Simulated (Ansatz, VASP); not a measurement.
**BaHfO3: VASP beside Ansatz**

Aim: how closely do two programs agree when they are given the same cell, functional and k mesh? The cell is taken from a series of runs on this material, whose earlier steps may have relaxed or scaled it; both programs get it as it stands.

Calculated with Ansatz 0.2.0; plane waves, with VASP 6.6.1 beside it; single point at PBE.

**1. Set-up**

The structure is cubic, space group Pm-3m (No. 221). Conventional cell: a = 4.170 Å, b = 4.170 Å, c = 4.170 Å, α = 90.00°, β = 90.00°, γ = 90.00°. Nearest to Hf lie 6 O at 2.08 to 2.09 Å. Ba has 12 O at 2.95 Å nearest. Nearest to O lie 2 Hf at 2.08 Å and 4 Ba at 2.95 Å. Farther neighbours and most contacts between anions are not listed. That group holds within 0.01 Å; judged at 0.001 Å it is P4mm (No. 99).

Structure file:

```cif
data_structure
_symmetry_space_group_name_H-M 'Pm-3m'
_symmetry_Int_Tables_number 221
_cell_length_a 4.1698
_cell_length_b 4.1698
_cell_length_c 4.1698
_cell_angle_alpha 90.000
_cell_angle_beta 90.000
_cell_angle_gamma 90.000
_cell_volume 72.50
loop_
_atom_site_label
_atom_site_type_symbol
_atom_site_symmetry_multiplicity
_atom_site_Wyckoff_symbol
_atom_site_fract_x
_atom_site_fract_y
_atom_site_fract_z
_atom_site_occupancy
Hf1 Hf 1 a 0.00000 0.00000 0.00000 1
Ba1 Ba 1 b 0.50000 0.50000 0.50000 1
O1 O 3 d 0.00000 0.50000 0.00000 1
```

**2. VASP: single point, PBE**

A single point gives forces, pressure and levels at one fixed geometry, so differences don't come from the geometry; what else differs is listed under the comparison.

Lines of VASP's logs that name or quote its potential files are left out, and so is its time.

INCAR

```
SYSTEM = BaHfO3
PREC = Accurate
ENCUT = 670
EDIFF = 1E-06
NELM = 100
ISMEAR = 0
SIGMA = 0.01
LREAL = .FALSE.
ALGO = Normal
GGA = PE
NBANDS = 26
LORBIT = 11
LWAVE = .FALSE.
LCHARG = .FALSE.
KPAR = 2
ISIF = 2
```

POSCAR

```
BaHfO3
1.0
    4.1695667999      0.0000000000      0.0000000000
    0.0000000000      4.1695667999      0.0000000000
    0.0000000000      0.0000000000      4.1703766343
Hf Ba O
1 1 3
Direct
    0.0000000000      0.0000000000      0.4976611311
    0.5000000000      0.5000000000      0.9975935837
    0.0000000000      0.5000000000      0.4983481492
    0.5000000000      0.0000000000      0.4983481492
    0.0000000000      0.0000000000      0.9980707769
```

KPOINTS

```
Automatic mesh
0
Gamma
6 6 6
0 0 0
```

The projector-augmented-wave data sets are Hf_sv_GW, Ba_sv_GW and O_GW (PBE family, release 64).

On the command line:

```sh
> mpirun -np 2 vasp_std
```

Numbers of over 12 decimals in the logs are rounded to 6 here.

The log of the run:

```text
[banner, memory and clock lines left out]
running    2 mpi-ranks, on    1 nodes
 distrk:  each k-point on    1 cores,    2 groups
 distr:  one band on    1 cores,    1 groups

 POSCAR found type information on POSCAR HfBaO
 POSCAR found :  3 types and       5 ions
 LDA part: xc-table for (Slater+PW92), standard interpolation
 POSCAR, INCAR and KPOINTS ok, starting setup
 FFT: planning ... GRIDC
 FFT: planning ... GRID_SOFT
 FFT: planning ... GRID
 WAVECAR not read
 entering main loop
       N       E                     dE             d eps       ncg     rms          rms(c)
DAV:   1     0.721124078525E+03    0.72112E+03   -0.21308E+04  2080   0.198E+03
DAV:   2     0.618978327840E+02   -0.65923E+03   -0.64602E+03  3224   0.701E+02
DAV:   3    -0.518879771601E+02   -0.11379E+03   -0.10862E+03  3384   0.294E+02
DAV:   4    -0.567586683586E+02   -0.48707E+01   -0.48449E+01  3544   0.739E+01
DAV:   5    -0.568673410899E+02   -0.10867E+00   -0.10826E+00  3244   0.963E+00    0.724E+01
DAV:   6    -0.478861925858E+02    0.89811E+01   -0.46648E+01  3088   0.673E+01    0.588E+01
DAV:   7    -0.477629737299E+02    0.12322E+00   -0.35881E+00  3496   0.221E+01    0.555E+01
DAV:   8    -0.483982382928E+02   -0.63526E+00   -0.29386E+00  3014   0.225E+01    0.949E+01
DAV:   9    -0.477256037073E+02    0.67263E+00   -0.21921E+00  2976   0.191E+01    0.184E+01
DAV:  10    -0.477278081455E+02   -0.22044E-02   -0.50731E-02  3400   0.230E+00    0.779E+00
DAV:  11    -0.477270933330E+02    0.71481E-03   -0.57631E-03  3394   0.776E-01    0.366E+00
DAV:  12    -0.477271264079E+02   -0.33075E-04   -0.37107E-04  3066   0.185E-01    0.651E-01
DAV:  13    -0.477270800863E+02    0.46322E-04   -0.33823E-04  3332   0.136E-01    0.446E-02
DAV:  14    -0.477270786078E+02    0.14786E-05   -0.19038E-05  3146   0.458E-02    0.289E-02
DAV:  15    -0.477270777655E+02    0.84227E-06   -0.33874E-06  2740   0.151E-02
   1 F= -.47727078E+02 E0= -.47727078E+02  d E =-.655189E-19
```

Parts of OUTCAR (step 2):

```text
ion  position               nearest neighbor table
   1  0.000  0.000  0.498-   5 2.08   4 2.08   3 2.08   3 2.08   4 2.08   5 2.09
   2  0.500  0.500  0.998-
   3  0.000  0.500  0.498-   1 2.08   1 2.08
   4  0.500  0.000  0.498-   1 2.08   1 2.08
   5  0.000  0.000  0.998-   1 2.08   1 2.09

  LATTYP: Found a simple tetragonal cell.
 ALAT       =     4.1695667999
 C/A-ratio  =     1.0001942251

 Subroutine GETGRP returns: Found  8 space group operations
 (whereof  8 operations were pure point group operations)

The static configuration has the point symmetry C_4v.

 Found     40 irreducible k-points:

   k-points           NKPTS =     40   k-points in BZ     NKDIM =     40   number of bands    NBANDS=     26

   dimension x,y,z NGX =    36 NGY =   36 NGZ =   36
   dimension x,y,z NGXF=    72 NGYF=   72 NGZF=   72

   ENCUT  =  670.0 eV  49.24 Ry    7.02 a.u.   8.80  8.80  8.80*2*pi/ulx,y,z

   NELECT =      40.0000    total number of electrons

 k-points in reciprocal lattice and weights: Automatic mesh
   0.00000000  0.00000000  0.00000000       0.005
   0.16666667  0.00000000  0.00000000       0.019
   0.33333333  0.00000000  0.00000000       0.019
   0.50000000  0.00000000  0.00000000       0.009
   0.16666667  0.16666667  0.00000000       0.019
   0.33333333  0.16666667  0.00000000       0.037
   0.50000000  0.16666667  0.00000000       0.019
   0.33333333  0.33333333  0.00000000       0.019
   0.50000000  0.33333333  0.00000000       0.019
[...]
0.50000000  0.33333333  0.50000000       0.019
   0.50000000  0.50000000  0.50000000       0.005

 average (electrostatic) potential at core
       1 -84.5860       2 -78.8091       3 -68.0672       4 -68.0672       5 -68.0664

 E-fermi :   5.1219

 k-point     1 :       0.0000    0.0000    0.0000
  band No.  band energies     occupation
    ...
     16       4.0887      2.00000
     17       4.0887      2.00000
     18       4.9249      2.00000
     19       4.9253      2.00000
     20       4.9253      2.00000
     21       8.7249      0.00000
     22       8.7249      0.00000
     23       8.7259      0.00000
     24       9.8613      0.00000
     25       9.8630      0.00000
    ...

 k-point     2 :       0.1667    0.0000    0.0000
  band No.  band energies     occupation
    ...
     16       3.8488      2.00000
     17       3.9037      2.00000
     18       4.2742      2.00000
     19       4.8175      2.00000
     20       4.8179      2.00000
     21       8.8252      0.00000
     22       9.3584      0.00000
     23       9.3593      0.00000
     24      10.2859      0.00000
     25      10.2992      0.00000
    ...

 k-point     3 :       0.3333    0.0000    0.0000
  band No.  band energies     occupation
    ...
     16       3.4868      2.00000
     17       3.5435      2.00000
     18       3.5795      2.00000
     19       4.6699      2.00000
     20       4.6702      2.00000
     21       9.0562      0.00000
     22      10.6693      0.00000
     23      10.6700      0.00000
     24      11.1713      0.00000
     25      11.2995      0.00000
    ...

  Total        1.8450449      1.8450449      1.8227230      0.0000000      0.0000000      0.0000000
  in kB       40.7718451     40.7718451     40.2785753      0.0000000      0.0000000      0.0000000
  external PRESSURE =      40.6074219 kB  Pullay stress =       0.0000000 kB

  energy-cutoff  :      670.00
  volume of cell :       72.50
      direct lattice vectors                 reciprocal lattice vectors
     4.169566800  0.000000000  0.000000000     0.239833069  0.000000000  0.000000000
     0.000000000  4.169566800  0.000000000     0.000000000  0.239833069  0.000000000
     0.000000000  0.000000000  4.170376634     0.000000000  0.000000000  0.239786496

 POSITION                                       TOTAL-FORCE (eV/Angst)
 -----------------------------------------------------------------------------------
      0.00000      0.00000      2.07543         0.000000     -0.000000      0.012262
      2.08478      2.08478      4.16034         0.000000      0.000000      0.000555
      0.00000      2.08478      2.07830         0.000000     -0.000000     -0.003870
      2.08478      0.00000      2.07830         0.000000     -0.000000     -0.003870
      0.00000      0.00000      4.16233         0.000000     -0.000000     -0.005077
 -----------------------------------------------------------------------------------
    total drift:                                0.000000      0.000000     -0.000013

  FREE ENERGIE OF THE ION-ELECTRON SYSTEM (eV)
  ---------------------------------------------------
  free  energy   TOTEN  =       -47.7270777655 eV

  energy  without entropy=      -47.7270777655  energy(sigma->0) =      -47.72707777

 total charge
# of ion       s       p       d       f       tot
--------------------------------------------------
    1        3.825   6.054   1.227   0.145  11.251
    2        1.791   4.569   0.105   0.020   6.485
    3        1.529   3.452   0.000   0.000   4.981
    4        1.529   3.452   0.000   0.000   4.981
    5        1.529   3.452   0.000   0.000   4.981
--------------------------------------------------
tot         10.203  20.980   1.331   0.165  32.680

[... 3 further parts left out ...]
```

The run ends at a pressure of 4.06 GPa, with forces up to 0.012 eV/Å.

**3. Ansatz: single point, PBE**

Ansatz runs on its default PAW (the set named soft_2) files.

The same cell, functional, mesh and smearing now go to Ansatz, which takes its cutoff from its data sets.

input.yaml

```yaml
crystal:
  lattice:
    - [4.1695667999, 0.0, 0.0]
    - [0.0, 4.1695667999, 0.0]
    - [0.0, 0.0, 4.1703766343]
  atoms:
    - { symbol: Hf, position: [0.0, 0.0, 0.4976611311] }
    - { symbol: Ba, position: [0.5, 0.5, 0.9975935837] }
    - { symbol: O, position: [0.0, 0.5, 0.4983481492] }
    - { symbol: O, position: [0.5, 0.0, 0.4983481492] }
    - { symbol: O, position: [0.0, 0.0, 0.9980707769] }
hamiltonian:
  xc: pbe
  pseudopotentials: { kind: paw }
kpoints:
  mp_grid: { grid: [6, 6, 6] }
scf:
  occupations: { method: gaussian, width: 0.01 }
  n_extra_bands: 5
output:
  forces: true
  stress: true
  eigenvalues: true
  write_density: true
  write_potential: true
  elf: true
  volumetric_format: npy
```

On the command line:

```sh
> ansatz run input.yaml --threads 2 --pin off --max-ram 4608MiB --backend cpu --events-out ev --progress --plain --runs-dir out
```

The log of the run:

```text
scf.n_extra_bands = 5 over 27 filled bands (N_el = 54.0): the run solves 32 bands
Engine: ansatz 0.2.0, aarch64-unknown-linux-gnu
Pseudopotentials: kind: paw
Pseudopotential: Hf, paw, valence charge 26, recommended cutoff 420 eV (normal), Hf.paw.azcp
Pseudopotential: Ba, paw, valence charge 10, recommended cutoff 420 eV (normal), Ba.paw.azcp
Pseudopotential: O, paw, valence charge 6, recommended cutoff 420 eV (normal), O.paw.azcp
Functional definition: PBE
  parameter kappa = 0.804
  parameter beta = 0.066725
  exchange = pbe_x(kappa = kappa, mu = beta*pi^2/3)
  correlation = pbe_c(beta = beta)
Crystal: 5 atoms, lattice volume = 72.503 Å³
Basis set: ecut = 420 eV, 1365 PW (Γ), exchange–correlation on 60×60×60 points (8 copies of the dense FFT grid, shifted against one another)
Bands: 32, of which v1, the nominal top of the filled ones, is band 27 counted from 1 (26 counted from 0)
Symmetry: 8 space group operations
Space group: P4mm (ITA 99), of the structure as read, at distance tolerance 4.2e-5 Å
k-points: 40 of 216 (time reversal used)
Non-local potential: Hf, projectors of the file, l = 0: 3, l = 1: 2, l = 2: 2, l = 3: 3
Non-local potential: Ba, projectors of the file, l = 0: 3, l = 1: 2, l = 2: 2, l = 3: 2
Non-local potential: O, projectors of the file, l = 0: 2, l = 1: 2, l = 2: 1
PAW form: soft (Blöchl's): semilocal exchange-correlation on the pseudo side does not see the compensation charge
PAW one-centre angular grid: Hf, 590 points (default); XC on 64 Gauss nodes
PAW one-centre angular grid: Ba, 194 points (default); XC on 64 Gauss nodes
PAW one-centre angular grid: O, 110 points (default); XC on 64 Gauss nodes
Initial density: superposition of atomic densities (neutral atoms: chi_scale 0, normalization atom), corrected by the library's trained network
Initial wavefunctions: pseudopotential atomic-orbital guess
Functional: x = pbe(κ = 0.804, μ = 0.219515), c = pbe(β = 0.066725)
SCF iter   1: F=—  HF=-23382.403672 eV  |F-HF|=—  |Δ(HF+E_count)|=         —  Δρ=9.37e-4  dr2=1.71e-4  ethr=1.77e-3  ⟨swp⟩=8.1  Hψ=5749  notcnv=0
preconditioner: auto → Resta (q_TF=auto, 2.598 Å⁻¹)  ε∞=4.5  [insulator: Δε(μ)=3.664 eV  Ē_g=16.806 eV  σ=0.010 eV  W_gap=1.00  n_scr=18 (ndim 8)  ℏωp=31.4 eV  f_vac=0.007  D(μ)=0.00/eV (n_scr^D=0)  ε∞_Penn≈4.5]
SCF iter   2: F=—  HF=-23382.404336 eV  |F-HF|=—  |Δ(HF+E_count)|=   6.63e-4  Δρ=5.46e-4  dr2=1.21e-4  ethr=3.17e-7  ⟨swp⟩=3.0  Hψ=3627  notcnv=0  defer=36
SCF iter   3: F=—  HF=-23382.404480 eV  |F-HF|=—  |Δ(HF+E_count)|=   1.44e-4  Δρ=3.25e-4  dr2=4.07e-5  ethr=2.24e-7  ⟨swp⟩=2.0  Hψ=2158  notcnv=0  defer=38
SCF iter   4: F=—  HF=-23382.404486 eV  |F-HF|=—  |Δ(HF+E_count)|=   5.91e-6  Δρ=8.32e-5  dr2=1.64e-6  ethr=7.54e-8  ⟨swp⟩=2.0  Hψ=2191  notcnv=0  defer=38
SCF iter   5: F=—  HF=-23382.404490 eV  |F-HF|=—  |Δ(HF+E_count)|=   4.47e-6  Δρ=3.13e-5  dr2=5.70e-7  ethr=3.04e-9  ⟨swp⟩=2.4  Hψ=2299  notcnv=0  defer=38
SCF iter   6: F=-23382.404490 eV  HF=-23382.404490 eV  |F-HF|=3.30e-9  |Δ(HF+E_count)|=   1.45e-7  Δρ=7.70e-6  dr2=3.44e-8  ethr=1.85e-10  ⟨swp⟩=11.8  Hψ=10514  notcnv=0
SCF 1 converged in 6 iterations: F = -23382.404490 eV  dr2 = 3.44e-8
  greatest PAW one-centre occupation: 0.999 electrons in one spin orbital (limit 2), on the Hf atom at site 0 (counted from 0), in its partial waves of l = 0
SCF converged after 6 iterations
Free energy (F): -23382.404490 eV
Harris-Foulkes:  -23382.404490 eV  (|F-HF|=3.30e-9)
Internal energy: -23382.404490 eV  (E = F + TS)
E sigma→0 (E₀):  -23382.404490 eV
Fermi energy:    13.454406 eV
--- Per-component energies (eV) ---
  E_band       = -39.746772
  E_kinetic    = 1119.200025
  E_local      = -7999.403332  (includes V_loc(G=0)·N_el)
  E_nonlocal   = -1041.640997
  E_hartree    = 3645.279438
  E_xc         = -692.698865
  E_vxc        = -688.513565  (∫ρ·V_xc dr)
  E_paw        = -12628.023318  (= ΣΔE_a)
  E_vpaw       = 1280.037641  (= ΣTr[D̂ρ^β])
  E_aug_tail   = 0.007458  (compensation charges beyond the density's cutoff)
  E_ewald      = -5785.124899
  E_smearing   = -0.000000  (= −TS)
  E_closure    = -0.000000  (closes the sum)
  Σ components = -23382.404490   (vs F -23382.404490, Δ=0.00e0)
--- Forces (eV/Å), atoms counted from 1 ---
  atom   1  Hf    -0.00000000     0.00000000     0.01104634
  atom   2  Ba     0.00000000     0.00000000     0.00063611
  atom   3  O      0.00000000     0.00000000    -0.00378881
  atom   4  O      0.00000000     0.00000000    -0.00378881
  atom   5  O      0.00000000     0.00000000    -0.00411387
  max |Σ_I F_I| component: 9.02e-6 eV/Å
--- Stress (GPa, compression-positive) ---
        4.292662       0.000000      -0.000000
        0.000000       4.292662       0.000000
       -0.000000       0.000000       4.243747
  P = ⅓ Tr σ = 4.2764 GPa (42.764 kbar)
--- Band table (eV; the first three rows and the last of 40) ---
  k-point 0: bands = [... 23 lower, 10.6589, 11.5168, 11.5172, 11.5172, 15.2920, 15.2920, 15.2929, 16.4145, ... 1 higher]
  k-point 1: bands = [... 23 lower, 10.4733, 10.8588, 11.4102, 11.4102, 15.3934, 15.9243, 15.9243, 16.8372, ... 1 higher]
  k-point 2: bands = [... 23 lower, 10.1152, 10.1510, 11.2636, 11.2636, 15.6248, 17.2328, 17.2328, 17.7212, ... 1 higher]
  k-point 39: bands = [... 23 lower, 9.1567, 11.6165, 11.6165, 11.6169, 17.7632, 17.7632, 17.7642, 19.4982, ... 1 higher]
```

The run ends at a pressure of 4.28 GPa, with forces up to 0.011 eV/Å.

**4. Side by side**

Known differences besides the PAW data sets themselves: the data sets hold 54 valence electrons in Ansatz (default PAW (the set named soft_2) files) and 40 in VASP; the cutoff is 420 eV in Ansatz and 670 eV in VASP; VASP leaves aspherical gradient terms in its spheres out (LASPH is not set), Ansatz keeps them. Total energies have different zeros and are not compared.

Both answers:

| quantity | Ansatz | VASP | difference |
| --- | --- | --- | --- |
| pressure (GPa) | 4.28 | 4.06 | +0.22 |
| gap on the k mesh (eV) | 3.675 | 3.662 | +0.013 |

Ansatz's pressure holds a Pulay correction of 0.53 GPa; VASP's holds none.

**5. What moves the difference**

How far does this hang on the set-up? Further runs change one program's set-up at a time, as the table lists.

| run | difference in gap on the k mesh (eV) |
| --- | --- |
| as above | 0.013 |
| VASP with the data sets Hf_pv, Ba_sv and O_h and a cutoff of 1230 eV | 0.083 |

**6. What came out**

- difference in gap on the k mesh (single point, PBE): 0.013 eV

What this shows: The difference in gap on the k mesh is 0.013 eV (single point, PBE), within the 0.08 eV picked in this series as the mark of a large difference. For single point, PBE: no further run halves the difference in gap on the k mesh (one raises it to 0.083 eV). How closely two codes agree says nothing of how well the functional describes the real material.

[Lines on the potential files, build, host, timing and source positions are cut from VASP's logs without a mark.]

[Logs are printed without paths, hosts, clocks, repeated set-up lines and the standing remarks that a program may print on its own settings, such as how far it seeks lower states.]

[Hosts, paths, dates, database ids (printed as entryN), source tags and the programs' standing remarks are cut or masked in the printed files.]
